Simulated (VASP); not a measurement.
# ZnAu: Au into a neighbouring Au vacancy, part 2 of 4

How hard is this move in ZnAu: Au into a neighbouring Au vacancy? Both ends are relaxed first, then a band of images between them. The start is a cell from a database of measured crystal structures.

VASP 6.6.1; PBE; plane waves and PAW (Au, Zn).

So far. Step 2 (Relax the host): The run ended after 3 ionic steps, 0.013 eV below its first step, once forces and stress met EDIFFG = -0.02.

## (3) Relax the start

System of this step: Zn8Au7. The cell holds 15 atoms: 7 Au and 8 Zn. Its edges and angles: a = 6.362 Å, b = 6.362 Å, c = 6.362 Å, α = 90.0°, β = 90.0°, γ = 90.0°. It derives from ZnAu. Nearest the centre at fractional (0.000, 0.000, 0.250): Au1 at 1.60 Å, Zn12 at 2.23 Å, Zn10 at 2.24 Å, Zn8 at 2.26 Å, Zn14 at 2.27 Å, Au2 at 3.54 Å, Au5 at 3.54 Å, Au4 at 3.55 Å.

A path needs two true minima; the start is relaxed with symmetry off.

INCAR reads:

```
SYSTEM = Zn8Au7
PREC = Normal
ENCUT = 280
EDIFF = 1E-05
NELM = 120
ISMEAR = 1
SIGMA = 0.15
LREAL = Auto
ALGO = Fast
GGA = PE
NBANDS = 107
LASPH = .TRUE.
LORBIT = 11
LWAVE = .FALSE.
LCHARG = .FALSE.
KPAR = 3
IBRION = 2
NSW = 60
ISIF = 2
EDIFFG = -0.05
POTIM = 0.4
MAXMIX = 40
ISYM = 0
```

POSCAR reads:

```
Zn8Au7
1.0
    6.3615771056      0.0000000000      0.0000000000
    0.0000000000      6.3615771056      0.0000000000
    0.0000000000      0.0000000000      6.3615771056
Au Zn
7 8
Direct
    0.0010864733      0.0025830643      0.5010388527
   -0.0040969628      0.5028463252      0.0014033456
   -0.0016881136      0.5018269624      0.5011461699
    0.5009247157      0.0000893560      0.0017187970
    0.4976846808     -0.0005121684      0.4984842774
    0.5018826973      0.5001248813     -0.0009194473
    0.4975417779      0.4991914199      0.5000255980
    0.2491335391      0.2540683742      0.2531650149
    0.2414764454      0.2440611794      0.7494505385
    0.2486726863      0.7506716668      0.2506832329
    0.2566582192      0.7465039463      0.7488128572
    0.7564222176      0.2520331531      0.2520845880
    0.7483840285      0.2448186585      0.7505264881
    0.7503427266      0.7461413592      0.2478520211
    0.7497735037      0.7470298195      0.7496910516
```

KPOINTS reads:

```
Automatic mesh
0
Monkhorst-Pack
3 3 3
0 0 0
```

Potentials, in the order of the species: Au and Zn (PBE family, release 64).

Started as:

```
> mpirun -np 3 vasp_std
```

The log of the run:

```text
[banner, memory and clock lines left out]
running    3 mpi-ranks, on    1 nodes
 distrk:  each k-point on    1 cores,    3 groups
 distr:  one band on    1 cores,    1 groups

 POSCAR found type information on POSCAR AuZn
 POSCAR found :  2 types and      15 ions
 LDA part: xc-table for (Slater+PW92), standard interpolation
 POSCAR, INCAR and KPOINTS ok, starting setup
 FFT: planning ... GRIDC
 FFT: planning ... GRID_SOFT
 FFT: planning ... GRID
 WAVECAR not read
 entering main loop
       N       E                     dE             d eps       ncg     rms          rms(c)
DAV:   1     0.128828152072E+04    0.12883E+04   -0.52989E+04  3020   0.140E+03
DAV:   2     0.127086745447E+03   -0.11612E+04   -0.10891E+04  2996   0.380E+02
DAV:   3    -0.308414101463E+02   -0.15793E+03   -0.14855E+03  3142   0.132E+02
DAV:   4    -0.368500408017E+02   -0.60086E+01   -0.59364E+01  3319   0.297E+01
DAV:   5    -0.369154591174E+02   -0.65418E-01   -0.65354E-01  3216   0.269E+00    0.197E+01
RMM:   6    -0.339486501635E+02    0.29668E+01   -0.93274E+00  2996   0.111E+01    0.131E+01
RMM:   7    -0.337887198746E+02    0.15993E+00   -0.50374E-01  2996   0.219E+00    0.680E+00
RMM:   8    -0.337349323755E+02    0.53787E-01   -0.76153E-02  2996   0.106E+00    0.266E-01
RMM:   9    -0.337344193820E+02    0.51299E-03   -0.13458E-02  3011   0.361E-01    0.283E-01
RMM:  10    -0.337345407486E+02   -0.12137E-03   -0.22091E-03  3032   0.157E-01    0.158E-01
RMM:  11    -0.337345654113E+02   -0.24663E-04   -0.55050E-04  3022   0.914E-02    0.410E-02
RMM:  12    -0.337345675407E+02   -0.21294E-05   -0.20881E-04  3002   0.605E-02    0.363E-02
RMM:  13    -0.337345648833E+02    0.26574E-05   -0.55859E-05  2385   0.277E-02
   1 F= -.33734565E+02 E0= -.33726445E+02  d E =-.337346E+02
 curvature:   0.00 expect dE= 0.000E+00 dE for cont linesearch  0.000E+00
 trial: gam= 0.00000 g(F)=  0.380E-01 g(S)=  0.000E+00 ort = 0.000E+00 (trialstep = 0.100E+01)
 search vector abs. value=  0.380E-01
 bond charge predicted
       N       E                     dE             d eps       ncg     rms          rms(c)
DAV:   1    -0.337662039969E+02   -0.31636E-01   -0.76320E+00  3248   0.869E+00    0.214E-01
RMM:   2    -0.337689160021E+02   -0.27120E-02   -0.27178E-02  2996   0.701E-01    0.128E-01
RMM:   3    -0.337692408625E+02   -0.32486E-03   -0.44368E-03  2996   0.271E-01    0.761E-02
RMM:   4    -0.337692791257E+02   -0.38263E-04   -0.12080E-03  2998   0.160E-01    0.601E-02
RMM:   5    -0.337692912651E+02   -0.12139E-04   -0.32353E-04  3007   0.756E-02    0.129E-02
RMM:   6    -0.337692978315E+02   -0.65664E-05   -0.10284E-04  2945   0.407E-02    0.141E-02
RMM:   7    -0.337692992932E+02   -0.14617E-05   -0.32289E-05  2057   0.239E-02
   2 F= -.33769299E+02 E0= -.33760608E+02  d E =-.347344E-01
[... from here on, the cycles between the ionic steps are left out ...]
   3 F= -.33833102E+02 E0= -.33823666E+02  d E =-.985374E-01
   4 F= -.33822352E+02 E0= -.33815908E+02  d E =-.877869E-01
   5 F= -.33848261E+02 E0= -.33839448E+02  d E =-.113696E+00
   6 F= -.33875703E+02 E0= -.33866735E+02  d E =-.274430E-01
   7 F= -.33898817E+02 E0= -.33891700E+02  d E =-.505570E-01
   8 F= -.33898933E+02 E0= -.33892086E+02  d E =-.506725E-01
   9 F= -.33908939E+02 E0= -.33903872E+02  d E =-.100064E-01
  10 F= -.33911730E+02 E0= -.33908209E+02  d E =-.127972E-01
 curvature:  -6.53 expect dE=-0.450E-02 dE for cont linesearch -0.467E-05
 trial: gam=-0.08300 g(F)=  0.688E-03 g(S)=  0.000E+00 ort = 0.872E-04 (trialstep = 0.338E+01)
 search vector abs. value=  0.747E-03
 bond charge predicted
       N       E                     dE             d eps       ncg     rms          rms(c)
DAV:   1    -0.339122019711E+02   -0.47352E-03   -0.17577E+00  3092   0.413E+00    0.663E-02
RMM:   2    -0.339129416387E+02   -0.73967E-03   -0.67505E-03  2996   0.351E-01    0.503E-02
RMM:   3    -0.339130218650E+02   -0.80226E-04   -0.10872E-03  2996   0.126E-01    0.287E-02
RMM:   4    -0.339130384525E+02   -0.16587E-04   -0.23677E-04  2998   0.610E-02    0.245E-02
RMM:   5    -0.339130392503E+02   -0.79786E-06   -0.91147E-05  2758   0.325E-02
  11 F= -.33913039E+02 E0= -.33909263E+02  d E =-.130913E-02
 trial-energy change:   -0.001309  1 .order   -0.001111   -0.002302    0.000080
 step:   3.3055(harm=  3.2685)  dis= 0.00638  next Energy=   -33.913040 (dE=-0.131E-02)
 reached required accuracy - stopping structural energy minimisation
```

Run time: 3.2 min. Hardware: 3 MPI ranks of Intel Xeon 6975P-C (Granite Rapids), shared host; peak memory 0.68 GiB.

OUTCAR, selected parts (step 3):

```text
 Found     14 irreducible k-points:

   k-points           NKPTS =     14   k-points in BZ     NKDIM =     14   number of bands    NBANDS=    107

   dimension x,y,z NGX =    28 NGY =   28 NGZ =   28
   dimension x,y,z NGXF=    56 NGYF=   56 NGZF=   56

   ENCUT  =  280.0 eV  20.58 Ry    4.54 a.u.   8.68  8.68  8.68*2*pi/ulx,y,z

   NELECT =     173.0000    total number of electrons

 E-fermi :   5.7692

 k-point     1 :       0.0000    0.0000    0.0000
  band No.  band energies     occupation
    ...
     84       4.0580      2.00000
     85       4.0586      2.00000
     86       4.5919      2.00000
     87       4.5922      2.00000
     88       4.5928      2.00000
     89       6.4042     -0.00000
     90       6.4043     -0.00000
     91       7.3198     -0.00000
     92       7.7378     -0.00000
     93       7.7507     -0.00000
    ...

 k-point     2 :       0.3333    0.0000    0.0000
  band No.  band energies     occupation
    ...
     84       3.7103      2.00000
     85       3.8896      2.00000
     86       5.0270      2.00000
     87       5.5169      2.03868
     88       5.5171      2.03879
     89       6.9381     -0.00000
     90       7.3281     -0.00000
     91       7.6029     -0.00000
     92       7.6985     -0.00000
     93       7.6988     -0.00000
    ...

  Total       -5.8527265     -5.8216803     -5.8257150     -0.0102477      0.0140498      0.0177314
  in kB      -36.4228921    -36.2296839    -36.2547933     -0.0637737      0.0874354      0.1103464
  external PRESSURE =     -36.3024564 kB  Pullay stress =       0.0000000 kB

  energy-cutoff  :      280.00
  volume of cell :      257.45
      direct lattice vectors                 reciprocal lattice vectors
     6.361577106  0.000000000  0.000000000     0.157193725  0.000000000  0.000000000
     0.000000000  6.361577106  0.000000000     0.000000000  0.157193725  0.000000000
     0.000000000  0.000000000  6.361577106     0.000000000  0.000000000  0.157193725

 POSITION                                       TOTAL-FORCE (eV/Angst)
 -----------------------------------------------------------------------------------
      6.36106      6.35096      3.18049         0.007597      0.019301      0.008714
      6.35876      3.18347      6.35439        -0.021727      0.011198      0.024932
      0.00220      3.18612      3.19361         0.001827     -0.014756     -0.017143
      3.17795      0.00321      0.00982         0.001894     -0.007946     -0.003873
      3.17521      6.36084      3.17363        -0.004748      0.001858      0.008692
      3.18185      3.16761      0.00181         0.006189      0.015585      0.000324
      3.18274      3.16406      3.18400        -0.005842      0.009291     -0.002513
      1.48337      1.49901      1.50238         0.006243     -0.000443     -0.005986
      1.49294      1.48856      4.87289        -0.008046     -0.003558     -0.020042
      1.49703      4.85260      1.49447        -0.005677      0.007389      0.003758
      1.50140      4.86848      4.86810         0.001968     -0.010052      0.007275
      4.87110      1.49716      1.50012         0.004556     -0.004224      0.001733
      4.86742      1.49197      4.86140        -0.013747     -0.014393      0.004939
      4.85745      4.85600      1.50108         0.009743     -0.000364     -0.013056
      4.84521      4.86835      4.86570         0.019771     -0.008887      0.002244
 -----------------------------------------------------------------------------------
    total drift:                                0.018821      0.021273      0.003772

  FREE ENERGIE OF THE ION-ELECTRON SYSTEM (eV)
  ---------------------------------------------------
  free  energy   TOTEN  =       -33.9130392503 eV

  energy  without entropy=      -33.9017098426  energy(sigma->0) =      -33.90926278

 total charge
# of ion       s       p       d       tot
------------------------------------------
    1        0.659   0.404   8.654   9.718
    2        0.659   0.404   8.654   9.718
    3        0.597   0.333   8.696   9.625
    4        0.660   0.405   8.654   9.719
    5        0.597   0.333   8.696   9.625
    6        0.597   0.333   8.696   9.625
    7        0.590   0.293   8.688   9.571
    8        0.527   0.392   9.753  10.671
    9        0.527   0.392   9.753  10.672
   10        0.527   0.391   9.753  10.671
   11        0.527   0.391   9.753  10.671
   12        0.527   0.391   9.753  10.671
   13        0.527   0.392   9.753  10.671
   14        0.526   0.391   9.753  10.670
   15        0.526   0.391   9.753  10.670
--------------------------------------------------
tot          8.572   5.635 138.762 152.970

[... 1 part as in an earlier step ...]

[... 7 further parts left out ...]
```

CONTCAR:

```
Zn8Au7
   1.00000000000000
     6.3615771056000003    0.0000000000000000    0.0000000000000000
     0.0000000000000000    6.3615771056000003    0.0000000000000000
     0.0000000000000000    0.0000000000000000    6.3615771056000003
  Au              Zn
     7     8
Direct
     0.9999188170671804    0.9983310977707576    0.4999524536514151
     0.9995574525566499    0.5004218419212597    0.9988708916133103
     0.0003455125075198    0.5008384101724971    0.5020147047023863
     0.4995539044070919    0.0005049084117118    0.0015431885770752
     0.4991238308297186    0.9998837800021571    0.4988746128500913
     0.5001668623203839    0.4979279118276548    0.0002848988282986
     0.5003064270477322    0.4973707106986383    0.5005054686331668
     0.2331772216887704    0.2356348871648886    0.2361639574778130
     0.2346812933592544    0.2339927153350245    0.7659871331147533
     0.2353233981545272    0.7627989315578437    0.2349215979356298
     0.2360112856652335    0.7652939028889765    0.7652353956932851
     0.7657070885718172    0.2353443287952356    0.2358088505523778
     0.7651282654656156    0.2345275626588013    0.7641818220531177
     0.7635604990813970    0.7633324488158590    0.2359604379335317
     0.7616367762770968    0.7652745596787047    0.7648579719837614
```

Step by step:

| step | energy less that of the first step (eV) | largest force (eV/Å) |
| --- | --- | --- |
| 1 | 0.0000 | 0.4100 |
| 2 | -0.0347 | 0.3501 |
| 3 | -0.0985 | 0.2212 |
| 4 | -0.0878 | 0.4613 |
| 5 | -0.1137 | 0.2094 |
| 6 | -0.1411 | 0.1429 |
| 7 | -0.1643 | 0.1190 |
| 8 | -0.1644 | 0.1444 |
| 9 | -0.1744 | 0.0813 |
| 10 | -0.1772 | 0.0566 |
| 11 | -0.1785 | 0.0349 |

The atoms that moved most (Å):

| atom | dx | dy | dz | length |
| --- | --- | --- | --- | --- |
| Zn11 | -0.131 | 0.120 | 0.104 | 0.206 |
| Zn8 | -0.102 | -0.117 | -0.108 | 0.189 |
| Zn15 | 0.075 | 0.116 | 0.096 | 0.169 |
| Zn12 | 0.059 | -0.106 | -0.104 | 0.160 |
| Zn14 | 0.084 | 0.109 | -0.076 | 0.157 |
| Zn10 | -0.085 | 0.077 | -0.100 | 0.152 |
| Zn13 | 0.107 | -0.065 | 0.087 | 0.152 |
| Zn9 | -0.043 | -0.064 | 0.105 | 0.131 |

The relaxed structure:

```xyz
15
Lattice="6.3616 0.0000 0.0000 0.0000 6.3616 0.0000 0.0000 0.0000 6.3616" Properties=species:S:1:pos:R:3 pbc="T T T"
Au   -0.0005   -0.0106    3.1805
Au   -0.0028    3.1835   -0.0072
Au    0.0022    3.1861    3.1936
Au    3.1780    0.0032    0.0098
Au    3.1752   -0.0007    3.1736
Au    3.1819    3.1676    0.0018
Au    3.1827    3.1641    3.1840
Zn    1.4834    1.4990    1.5024
Zn    1.4929    1.4886    4.8729
Zn    1.4970    4.8526    1.4945
Zn    1.5014    4.8685    4.8681
Zn    4.8711    1.4972    1.5001
Zn    4.8674    1.4920    4.8614
Zn    4.8574    4.8560    1.5011
Zn    4.8452    4.8684    4.8657
```

This step gave:

```yaml
electronic_cycles: 83
electrons: 173
free_energy_toten: -33.91 eV
energy_at_zero_smearing: -33.91 eV
fermi_energy: 5.769 eV
```

The run ended after 11 ionic steps, 0.178 eV below its first step, once the forces on the free atoms met EDIFFG = -0.05.

[end of part 2 of 4]

[Lines on the potential files, build, host, timing and source positions are cut from VASP's logs without a mark.]

[Logs are printed without paths, hosts, clocks, repeated set-up lines and the standing remarks that a program may print on its own settings, such as how far it seeks lower states.]

[Hosts, paths, dates, database ids (printed as entryN), source tags and the programs' standing remarks are cut or masked in the printed files.]

[Runs that stopped without an error message from VASP are left out.]
